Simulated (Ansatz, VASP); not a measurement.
Two plane-wave programs on H20CO12

```xyz
33
Lattice="7.1531 0.0000 0.0000 0.0000 7.1531 0.0000 0.0000 0.0000 7.1531" Properties=species:S:1:pos:R:3 pbc="T T T"
O     4.5792    5.9648    5.2996
O     4.5920    2.9819    2.5531
O     2.3854    4.8410    2.5323
O     2.6227    4.4959    6.6582
O     1.8109    7.0023    4.1044
O     3.2290    2.2473    5.0061
O     5.6649    6.9765    1.4966
O     0.2156    1.9725    1.5133
O     3.4479    1.3621    7.7305
O     6.2248    0.6801    4.0903
O     6.7678    4.6280    7.0326
O     7.1464    4.0345    4.8239
H     5.1033    6.7565    5.0636
H     4.0814    5.7845    4.4893
H     4.0647    3.7978    2.5120
H     4.2061    2.4400    1.8294
H     2.1806    5.6895    2.9889
H     1.8228    4.1966    2.9802
H     3.2408    5.1963    6.3899
H     2.5005    4.6189    7.6114
H     2.3289    7.7672    4.4173
H     0.8896    7.3267    4.0995
H     2.9859    3.0661    5.4792
H     3.7598    2.5090    4.2305
H     6.3332    7.6606    1.2821
H     5.9934    6.1571    1.1069
H    -0.2532    2.8032    1.3638
H     1.0737    2.0425    1.0786
H     3.5610    1.5438    6.7813
H     4.0371    0.6106    7.9155
H     6.1410    1.6315    3.9502
H     6.0008    0.2993    3.2157
C     6.9608    4.3485    5.9216
```

Alike in both runs: functional r2SCAN; dispersion D3(BJ); k mesh 1 × 1 × 1; occupations fermi-dirac, width 0.05 eV; no spin polarisation.

Ansatz relaxed the structure, and its values are those at the end. VASP's run is a single point on that final structure, the one shown.

```csv
,VASP,Ansatz
version,VASP 6.6.1,Ansatz 0.2.0
potentials or method,"VASP PAW PBE potentials, release 64 (O, H, C)","scalar-relativistic, plane waves, PAW"
plane-wave cutoff (eV),520,500
valence electrons in the cell,96,96
```

```csv
,VASP,Ansatz,Ansatz less VASP
rms of the force components (eV/Å),0.154,0.062,-0.0917
dispersion energy (meV/atom),-17.0,-17.0,0.00
```

One of these differences is far larger than is usual between the two programs; its cause wasn't traced. Ansatz warned: «dispersion_damping_borrowed».

Caveats: the standard files for N, O and F lose accuracy on very short bonds; the PAW data sets were made with another functional, which shifts forces and pressure a little (VASP). r2SCAN opens gaps a little over a GGA but as a rule still falls short of measured ones.
